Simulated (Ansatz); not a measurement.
# FeGe (P6/mmm) in Ansatz: further runs, part 2 of 2

Ansatz 0.2.0.

## Step 3: Relaxation of cell and atoms, LDA+U, collinear spin, ferromagnetic start

Input file input.yaml:

```yaml
crystal:
  lattice:
    - [4.9976023358, 0.0, 0.0]
    - [-2.4988011679, 4.3280505808, 0.0]
    - [0.0, 0.0, 4.11576135]
  atoms:
    - { symbol: Ge, position: [0.6666666667, 0.3333333333, 0.5] }
    - { symbol: Ge, position: [0.3333333333, 0.6666666667, 0.5] }
    - { symbol: Ge, position: [0.0, 0.0, 0.0] }
    - { symbol: Fe, position: [0.0, 0.5, 0.0], spin: 3.0 }
    - { symbol: Fe, position: [0.5, 0.5, 0.0], spin: 3.0 }
    - { symbol: Fe, position: [0.5, 0.0, 0.0], spin: 3.0 }
hamiltonian:
  xc: lda
  pseudopotentials: { kind: paw }
  hubbard: { sites: [{ species: Fe, l: d, u_eff: 6.0 }] }
magnetization:
  spin_polarized: true
kpoints:
  mp_grid: { grid: [6, 6, 7] }
scf:
  occupations: { method: fermi_dirac, width: 0.05 }
output:
  forces: true
  stress: true
  eigenvalues: true
relax:
  f_tol: 0.01
  max_steps: 40
  cell: { stress_tol: 0.05 }
```

Potentials or basis: Ansatz PAW.

The run is started by

```bash
ansatz run input.yaml --threads 2 --pin off --max-ram 5632MiB --backend cpu --events-out ev --progress --plain --runs-dir out
```

Log:

```text
Warning: RAYON_NUM_THREADS=2 ignored (pool sized by the plan → 2); use --threads N
Ge: projections on atomic orbitals take those of the free atom [Ar] 3d10 4s2 4p2, of charge +0.00 (hamiltonian.pseudopotentials.projection_atoms); the dataset's partial waves leave at most 1.2e-6 of an orbital's norm unspanned inside its sphere
Fe: projections on atomic orbitals take those of the free atom [Ne] 3s2 3p6 3d6 4s2, of charge +0.00 (hamiltonian.pseudopotentials.projection_atoms); the dataset's partial waves leave at most 1.1e-6 of an orbital's norm unspanned inside its sphere
Engine: ansatz 0.2.0, aarch64-unknown-linux-gnu
Pseudopotentials: kind: paw
Pseudopotential: Ge, paw, valence charge 14, recommended cutoff 420 eV (normal), Ge.paw.azcp
Pseudopotential: Fe, paw, valence charge 16, recommended cutoff 420 eV (normal), Fe.paw.azcp
Functional definition: SPW92
  exchange = slater_x
  correlation = pw_c
Crystal: 6 atoms, lattice volume = 89.023 Å³
Basis set: ecut = 420 eV, 1699 PW (Γ)
Bands: 60, of which v1, the nominal top of the filled ones, is band 45 counted from 1 (44 counted from 0)
Symmetry: 24 space group operations
Space group: P6/mmm (ITA 191), of the structure as read, at distance tolerance 4.5e-5 Å
Magnetic group: BNS 191.233 (UNI 1463), of the structure as read, at distance tolerance 4.5e-5 Å
k-points: 28 of 252
Non-local potential: Ge, projectors of the file, l = 0: 2, l = 1: 2, l = 2: 3, l = 3: 1
Non-local potential: Fe, projectors of the file, l = 0: 3, l = 1: 2, l = 2: 3, l = 3: 1
[... 414 lines left out ...]
  E_hartree    = 6412.293501
[... 18 lines left out ...]
  atom   6  Fe     0.00000000    -0.00000000     0.00000000
  max |Σ_I F_I| component: 1.89e-29 eV/Å
--- Stress (GPa, compression-positive) ---
        0.008972      -0.000000       0.000000
        0.000000       0.008972       0.000000
        0.000000       0.000000       0.011012
  P = ⅓ Tr σ = 0.0097 GPa (0.097 kbar)
--- Band table (eV; the first three rows and the last of 64) ---
  k-point 0 ↑: bands = ["-74.9830", "-74.9526", "-74.9526", "-41.6986", "-41.6986", "-41.6038", "-41.4042", "-41.3769", "-41.3742", "-41.3742", "-41.1477", "-41.1477", "-11.9741", "-11.9741", "-11.9393", "-11.9393", "-11.9013", "-11.9013", "-11.8908", "-11.8850", "-11.8850", "-11.8790", "-11.8429", "-11.8357", "-11.8357", "-11.7890", "-11.7890", "0.7640", "3.3350", "5.4558", "5.6806", "6.0110", "6.1542", "6.1542", "6.5259", "6.5259", "7.1536", "7.1536", "7.6721", "8.0421", "8.0421", "8.0929", "8.0929", "9.3467", "9.5858", "9.8699", "9.8699", "10.1119", "12.0346", "12.0346", "15.0655", "15.3817", "16.6037", "16.6037", "16.9639", "17.3863", "19.0848", "19.0848", "20.4584", "21.1180"]
  k-point 1 ↑: bands = ["-74.9829", "-74.9528", "-74.9528", "-41.6985", "-41.6985", "-41.6038", "-41.4043", "-41.3768", "-41.3742", "-41.3742", "-41.1477", "-41.1477", "-11.9737", "-11.9737", "-11.9397", "-11.9397", "-11.9029", "-11.9029", "-11.8890", "-11.8836", "-11.8836", "-11.8787", "-11.8438", "-11.8360", "-11.8360", "-11.7888", "-11.7888", "0.9285", "3.3222", "4.8151", "5.5719", "6.1792", "6.1792", "6.4702", "6.4702", "6.8862", "7.2774", "7.2774", "7.6673", "8.0530", "8.0530", "8.0807", "8.0807", "8.6078", "9.3505", "10.0317", "10.0317", "10.7552", "11.8114", "11.8114", "14.7359", "14.9909", "15.9407", "16.3030", "16.3030", "18.0632", "18.0632", "19.5006", "21.4380", "22.3687"]
  k-point 2 ↑: bands = ["-74.9829", "-74.9531", "-74.9531", "-41.6985", "-41.6985", "-41.6038", "-41.4047", "-41.3768", "-41.3743", "-41.3743", "-41.1477", "-41.1477", "-11.9730", "-11.9730", "-11.9406", "-11.9406", "-11.9066", "-11.9066", "-11.8849", "-11.8804", "-11.8804", "-11.8783", "-11.8456", "-11.8368", "-11.8368", "-11.7883", "-11.7883", "1.4013", "3.2194", "4.2362", "5.2149", "6.2238", "6.2238", "6.3552", "6.3552", "7.6070", "7.6070", "7.6500", "7.6561", "8.0552", "8.0552", "8.1145", "8.1145", "8.1657", "9.3511", "10.4151", "10.4151", "11.2058", "11.2058", "11.2560", "13.0181", "13.6424", "15.6428", "15.6428", "17.0265", "17.0265", "18.0385", "21.8236", "22.8182", "22.8182"]
  k-point 31 ↓: bands = ["-71.7983", "-71.7983", "-71.7805", "-38.4973", "-38.4547", "-38.4547", "-38.3424", "-38.3424", "-38.3251", "-38.2949", "-38.2949", "-38.1769", "-11.9934", "-11.9588", "-11.9588", "-11.9255", "-11.9103", "-11.9081", "-11.9081", "-11.8942", "-11.8902", "-11.8764", "-11.8764", "-11.8594", "-11.8594", "-11.8076", "-11.8076", "3.8206", "3.8206", "4.0497", "7.1567", "7.1567", "8.2399", "10.0060", "10.0060", "10.3163", "10.4786", "10.4786", "11.1082", "12.3109", "12.3109", "13.0218", "13.0218", "13.5081", "15.0078", "15.6671", "15.6671", "15.8127", "16.1388", "16.8307", "16.8307", "17.1943", "17.6201", "17.6201", "19.3655", "21.7821", "21.7821", "21.8573", "22.6077", "22.6077"]
--- Relaxed structure (8 steps of the walk, 8 accepted, 3 SCFs on fresh bases) ---
  F+E_penalty+E_count = -25896.03506163 eV   max|allowed force component| = 1.480e-16 eV/Å   (the final SCF, on the basis selected at the relaxed cell)
  cell:  # Å, volume = 96.1502 Å³
    - [5.124640044606618, -5.467701292916748e-20, 0.0]
    - [-2.562320022303309, 4.4380684638803505, 0.0]
    - [0.0, 0.0, 4.227589780811338]
  atoms:
    - { symbol: Ge, position: [0.6666666666666667, 0.33333333333333326, 0.5] }
    - { symbol: Ge, position: [0.33333333333333326, 0.6666666666666666, 0.5] }
    - { symbol: Ge, position: [-1.063450076883144e-34, 6.242190744081071e-35, 0.0] }
    - { symbol: Fe, position: [0.0, 0.5, 0.0] }
    - { symbol: Fe, position: [0.5, 0.5, 0.0] }
    - { symbol: Fe, position: [0.5, -1.128474576789396e-35, 0.0] }
```

occupation_matrices:

```text
# The occupation matrices of the corrected shells as a run of Ansatz 0.0.0 ended. An entry of
# hamiltonian.hubbard.sites starts from them by `starting_ns: <path of this file>`, where that key's refused
# combinations let it.
# Free energy -25896.035062 eV.
# projection_atom_Ge: [Ar] 3d10 4s2 4p2
[... 57 lines left out ...]
  site5_d_down:
    matrix:
      - [0.796344149276313, 1.5178830414797062e-18, -2.168404344971009e-19, 0.09828515734385933, -0.02320122900902095]
      - [1.0842021724855044e-18, 0.07347257810553796, -0.000495454390338332, -3.2526065174565133e-19, 7.047314121155779e-19]
      - [-2.710505431213761e-19, -0.000495454390338338, 0.1295600525584639, 0.0, 0.0]
      - [0.09828515734385933, -3.2526065174565133e-19, 0.0, 0.26580178018587447, -0.23765718049262]
      - [-0.023201229009020944, 5.963111948670274e-19, 0.0, -0.23765718049262, 0.6148145619049853]
```

Wall time 5.4 min (2 threads of Arm Neoverse V2, shared host); peak memory 1.8 GiB.

What came out:

```yaml
Free_energy: -25896.0351 eV
Relaxed_volume: 16.03 Å³/atom
Relaxed_cell: a = 5.125 Å, b = 5.125 Å, c = 4.228 Å, α = 90.00°, β = 90.00°, γ = 120.00°
Space_group_after_relaxing_to_0.05_Å: P6/mmm (No. 191)
Energy_gained_by_relaxing: 26.8 meV/atom
Ionic_steps: 12
Pressure_after_relaxing: 0.0 GPa
Band_gap_on_the_k_mesh: none (metal or under the smearing width)
Net_moment: 8.44 μB per cell
Absolute_moment: 9.22 μB per cell
Site_moments: Ge -0.05, -0.11; Fe +2.87 μB
```

The path:
```csv
step,energy change (eV),largest force (eV/Å),volume (Å³)
1,0.0000,0.0000,89.02
2,-0.0955,0.0000,92.30
3,-0.1182,0.0000,94.76
4,-0.1185,0.0000,95.14
5,-0.1229,0.0000,95.14
6,-0.1229,0.0000,95.25
7,-0.1230,0.0000,95.25
8,-0.1586,0.0000,95.25
9,-0.1602,0.0000,95.75
10,-0.1604,0.0000,96.15
11,-0.1608,0.0000,96.15
12,-0.1608,0.0000,96.15
```

Final structure:
```yaml
crystal:
  lattice:
    - [5.12464, 0.00000, 0.00000]
    - [-2.56232, 4.43807, 0.00000]
    - [0.00000, 0.00000, 4.22759]
  atoms:
    - { symbol: Ge, position: [0.66667, 0.33333, 0.50000] }
    - { symbol: Ge, position: [0.33333, 0.66667, 0.50000] }
    - { symbol: Ge, position: [0.00000, 0.00000, 0.00000] }
    - { symbol: Fe, position: [0.00000, 0.50000, 0.00000] }
    - { symbol: Fe, position: [0.50000, 0.50000, 0.00000] }
    - { symbol: Fe, position: [0.50000, 0.00000, 0.00000] }
```

Eigenvalues of the final occupation matrices:
| site | spin | trace | eigenvalues |
| --- | --- | --- | --- |
| site 1 | 1 | 4.84 | 0.95 0.96 0.97 0.98 0.99 |
| site 1 | 2 | 1.88 | 0.07 0.13 0.14 0.70 0.84 |
| site 2 | 1 | 4.84 | 0.95 0.96 0.97 0.98 0.99 |
| site 2 | 2 | 1.88 | 0.07 0.13 0.14 0.70 0.84 |
| site 3 | 1 | 4.84 | 0.95 0.96 0.97 0.98 0.99 |
| site 3 | 2 | 1.88 | 0.07 0.13 0.14 0.70 0.84 |

Caveat: the magnetic or orbital state may not be the lowest; the plane-wave basis is chosen anew once the cell has moved, so the energies of steps on either side of that aren't comparable; the PAW data sets come from PBE, with cores solved anew for the run's functional, which leaves a small shift of forces and pressure; the U is typed as a test and isn't derived for this compound. The state reached can hang on the start; a lower one may exist.
